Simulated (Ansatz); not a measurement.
We consider rock-salt NaBr, described by r²SCAN in Ansatz (plane waves, PAW).

Run with plane-wave cutoff 560 eV, 10×10×10 k mesh, Fermi–Dirac smearing 0.01 eV, scalar-relativistic PAW data made under PBE.

Properties against volume:

```tsv
V (Å³/atom)	P (GPa)	direct gap at Γ (eV)
24.723	1.60	5.201
25.249	1.01	5.124
25.775	0.47	5.052
26.301	0.00	4.984
26.827	-0.42	4.919
27.353	-0.80	4.858
27.879	-1.14	4.799
```

A straight line through the gaps at Γ against ln V gives a volume deformation potential dE_g(Γ)/d ln V of -3.3 eV: the gap at Γ widens under compression.

Measured, for comparison: band gap 7.1 eV (temperature not stated, no zero-point or thermal correction; as tabulated in Aguado et al. (1998), arXiv:cond-mat/9809176).

Spin–orbit coupling is not included.

Ansatz is a first-principles code.
